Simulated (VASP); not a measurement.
## Si in VASP 6.6.1, single-point calculation

INCAR

```
NSW = 0
ALGO = VeryFast
PREC = Accurate
ISMEAR = -1
LCHARG = .FALSE.
ENCUT = 700
LWAVE = .FALSE.
SIGMA = 0.02
EDIFF = 1E-7
ISIF = 2
LASPH = .TRUE.
GGA = PE
NELM = 53
LREAL = .FALSE.
NBANDS = 11
IBRION = -1
```

KPOINTS

```
KPOINTS created by Atomic Simulation Environment
0
Gamma
8 8 8
0 0 0
```

POSCAR

```
Si
 1.0000000000000000
     0.0000000000000000    2.6404553287999999    2.6404553287999999
     2.6404553287999999    0.0000000000000000    2.6404553287999999
     2.6404553287999999    2.6404553287999999    0.0000000000000000
 Si
   2
Cartesian
  0.0000000000000000  0.0000000000000000  0.0000000000000000
  1.3202276643999999  1.3202276643999999  1.3202276643999999
```

The recommended PBE PAW datasets give the neutral cell 8 valence electrons.

Command

```
mpirun -np 1 vasp_std
```

OSZICAR

```
N       E                     dE             d eps       ncg     rms          rms(c)
RMM:   1     0.240128049001E+02    0.24013E+02   -0.18436E+03   319   0.527E+02
RMM:   2    -0.450083370996E+01   -0.28514E+02   -0.25940E+02   319   0.105E+02
RMM:   3    -0.965717559944E+01   -0.51563E+01   -0.35841E+01   319   0.280E+01
RMM:   4    -0.107657903601E+02   -0.11086E+01   -0.57907E+00   319   0.130E+01
RMM:   5    -0.109152147423E+02   -0.14942E+00   -0.10441E+00   319   0.560E+00
RMM:   6    -0.109399112853E+02   -0.24697E-01   -0.20111E-01   319   0.258E+00
RMM:   7    -0.109446303606E+02   -0.47191E-02   -0.41638E-02   319   0.121E+00
RMM:   8    -0.109456015421E+02   -0.97118E-03   -0.88422E-03   319   0.566E-01
RMM:   9    -0.109457991622E+02   -0.19762E-03   -0.18421E-03   813   0.268E-01
RMM:  10    -0.109458535250E+02   -0.54363E-04   -0.51017E-04   786   0.142E-01
RMM:  11    -0.109458609446E+02   -0.74196E-05   -0.66569E-05   786   0.505E-02
RMM:  12    -0.109458628670E+02   -0.19225E-05   -0.18780E-05   783   0.264E-02    0.544E+00
RMM:  13    -0.107808302231E+02    0.16503E+00   -0.58598E-02  1036   0.114E+00    0.336E+00
RMM:  14    -0.107098666050E+02    0.70964E-01   -0.10456E-01  1070   0.159E+00    0.284E-01
RMM:  15    -0.107106561684E+02   -0.78956E-03   -0.11739E-03   712   0.202E-01    0.646E-02
RMM:  16    -0.107108579683E+02   -0.20180E-03   -0.23811E-04   723   0.107E-01    0.740E-02
RMM:  17    -0.107108751521E+02   -0.17184E-04   -0.38738E-05   735   0.456E-02    0.183E-02
RMM:  18    -0.107108756084E+02   -0.45628E-06   -0.51828E-06   753   0.178E-02    0.907E-03
RMM:  19    -0.107108757602E+02   -0.15178E-06   -0.11614E-06   750   0.838E-03    0.137E-02
RMM:  20    -0.107108755238E+02    0.23640E-06   -0.23687E-07   672   0.364E-03    0.134E-02
RMM:  21    -0.107108755706E+02   -0.46852E-07   -0.66569E-08   551   0.202E-03
   1 F= -.10710876E+02 E0= -.10710876E+02  d E =-.741036E-07
```

From OUTCAR

```
k-points           NKPTS =     29   k-points in BZ     NKDIM =     29   number of bands    NBANDS=     11

   NELECT =       8.0000    total number of electrons

   dimension x,y,z NGX =    32 NGY =   32 NGZ =   32
   dimension x,y,z NGXF=    64 NGYF=   64 NGZF=   64

  energy-cutoff  :      700.00
  volume of cell :       36.82
      direct lattice vectors                 reciprocal lattice vectors
     0.000000000  2.640455329  2.640455329    -0.189361280  0.189361280  0.189361280
     2.640455329  0.000000000  2.640455329     0.189361280 -0.189361280  0.189361280
     2.640455329  2.640455329  0.000000000     0.189361280  0.189361280 -0.189361280

 k-points in reciprocal lattice and weights: KPOINTS created by Atomic Simulation Env
   0.00000000  0.00000000  0.00000000       0.002
   0.12500000  0.00000000  0.00000000       0.016
   0.25000000  0.00000000  0.00000000       0.016
   0.37500000  0.00000000  0.00000000       0.016
   0.50000000  0.00000000  0.00000000       0.008
   0.12500000  0.12500000  0.00000000       0.012
   0.25000000  0.12500000  0.00000000       0.047
   0.37500000  0.12500000  0.00000000       0.047
   ...

 E-fermi :   6.9358

 k-point     1 :       0.0000    0.0000    0.0000
  band No.  band energies     occupation
      1      -5.8469      2.00000
      2       6.7099      1.99998
      3       6.7099      1.99998
      4       6.7099      1.99998
      5       9.3045      0.00000
      6       9.3045      0.00000
      7       9.3045      0.00000
      8      11.0797      0.00000
      9      14.4656      0.00000
     10      14.4656      0.00000
     11      15.0141      0.00000

 k-point     2 :       0.1250    0.0000    0.0000
  band No.  band energies     occupation
      1      -5.6275      2.00000
      2       5.0724      2.00000
      3       6.3962      2.00000
      4       6.3962      2.00000
      5       9.4207      0.00000
      6       9.7645      0.00000
      7       9.7645      0.00000
      8      12.2496      0.00000
      9      13.9487      0.00000
     10      13.9487      0.00000
     11      15.8437      0.00000

 k-point     3 :       0.2500    0.0000    0.0000
  band No.  band energies     occupation
      1      -4.9857      2.00000
      2       2.6147      2.00000
      3       5.8964      2.00000
      4       5.8964      2.00000
      5       9.0215      0.00000
      6      10.2766      0.00000
      7      10.2766      0.00000
      8      13.9333      0.00000
      9      13.9333      0.00000
     10      14.3350      0.00000
     11      16.0149      0.00000

 k-point     4 :       0.3750    0.0000    0.0000
  band No.  band energies     occupation
      1      -4.0120      2.00000
      2       0.4509      2.00000
      3       5.5550      2.00000
      4       5.5550      2.00000
      5       8.6723      0.00000
      6      10.1411      0.00000
      7      10.1411      0.00000
      8      14.7523      0.00000
      9      15.4630      0.00000
     10      15.4630      0.00000
     11      17.1913      0.00000

 k-point     5 :       0.5000    0.0000    0.0000
  band No.  band energies     occupation
      1      -3.2941      2.00000
      2      -0.6741      2.00000
      3       5.4393      2.00000
      4       5.4393      2.00000
      5       8.5476      0.00000
      6       9.9980      0.00000
      7       9.9980      0.00000
      8      14.5374      0.00000
      9      17.4732      0.00000
     10      17.4734      0.00000
     11      18.6815      0.00000

 ...

  Total        2.6826464      2.6826464      2.6826464      0.0000000      0.0000000     -0.0000000
  in kB      116.7367343    116.7367343    116.7367343      0.0000000      0.0000000     -0.0000000
  external PRESSURE =     116.7367343 kB  Pullay stress =       0.0000000 kB

 POSITION                                       TOTAL-FORCE (eV/Angst)
 -----------------------------------------------------------------------------------
      0.00000      0.00000      0.00000         0.000000      0.000000      0.000000
      1.32023      1.32023      1.32023         0.000000     -0.000000      0.000000
 -----------------------------------------------------------------------------------
    total drift:                               -0.000000     -0.000000      0.000000

  FREE ENERGIE OF THE ION-ELECTRON SYSTEM (eV)
  ---------------------------------------------------
  free  energy   TOTEN  =       -10.7108755706 eV

  energy  without entropy=      -10.7108754965  energy(sigma->0) =      -10.71087553
```

It converged. Results: gap between bands v and c on the k mesh 0.47 eV; least direct gap on the k mesh 2.59 eV; pressure 11.7 GPa. Band v is the last that the valence electrons fill when counted band by band, and c is the next.

For comparison, a separate PBE run of the intended cell, on usual settings and not on those above, gives a gap of 0.47 eV on its mesh and a pressure of 11.7 GPa.

The run above took about 19 s on one core of a shared host (Intel Xeon Platinum 8488C) and held 0.17 GiB at most.
